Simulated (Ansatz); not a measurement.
Wanted: the native input for an Ansatz 0.2.0 run.

```
Task                : density of states
Functional          : RPBE
Potentials or basis : Ansatz PAW
Cutoff              : 420 eV (not typed: the program's choice for these potentials)
k mesh              : 11 × 11 × 11
Occupations         : gaussian, width 0.02 eV
Spin                : collinear spin, ferromagnetic start
Starting moments    : [2.0, 0.0] μB
Hubbard terms       : Co d U = 3 eV
Double counting     : fll
Hubbard projectors  : ortho-atomic (the default)
```

Crystal: CoO.

```xyz
2
Lattice="1.5055 0.8692 2.4399 -1.5055 0.8692 2.4399 0.0000 -1.7384 2.4399" Properties=species:S:1:pos:R:3 pbc="T T T"
Co    0.0000    0.0000    0.0000
O     0.0000    0.0000    3.6599
```

The cell is a database's computed one.

These files were run (other wordings do the same):

input.yaml

```yaml
crystal:
  lattice:
    - [1.5054695445, 0.8691832468, 2.4399269062]
    - [-1.5054695445, 0.8691832468, 2.4399269062]
    - [0.0, -1.7383664936, 2.4399269062]
  atoms:
    - { symbol: Co, position: [0.0, 0.0, 0.0], spin: 2.0 }
    - { symbol: O, position: [0.5, 0.5, 0.5] }
hamiltonian:
  xc: rpbe
  pseudopotentials: { kind: paw }
  hubbard: { sites: [{ species: Co, l: d, u_eff: 3.0 }], double_counting: fll }
magnetization:
  spin_polarized: true
kpoints:
  mp_grid: { grid: [11, 11, 11] }
scf:
  occupations: { method: gaussian, width: 0.02 }
  n_extra_bands: 6
output:
  forces: true
  stress: true
  eigenvalues: true
  dos: { projected: false, de: 0.05, nscf_kmesh: { grid: [17, 17, 17] } }
```

Potentials or basis: Ansatz PAW.

Launch:

```bash
$ ansatz run input.yaml --threads 1 --pin off --max-ram 2560MiB --backend cpu --events-out ev --progress --plain --runs-dir out
```

Results of the run:

| Item | Value |
| --- | --- |
| Pressure | 16.2 GPa |
| Band gap on the k mesh | 1.23 eV, indirect (least direct gap 2.05 eV) |
| Net moment | 3.00 μB per cell |
| Absolute moment | 3.01 μB per cell |
| Site moments | Co +2.60; O +0.23 μB |

Caveat: the magnetic or orbital state may not be the lowest; odd divisions of the mesh miss points on the zone boundary, where band edges often lie, so the gap on the mesh can be too wide; the pressure holds a Pulay correction of +0.7 GPa for the finite cutoff; a cell with one magnetic atom can't hold antiferromagnetic order, which such compounds often take; the PAW data sets come from PBE, with cores solved anew for the run's functional, which leaves a small shift of forces and pressure.

It took 90 s on 1 thread of Arm Neoverse V1 (shared host), peak memory 0.97 GiB.
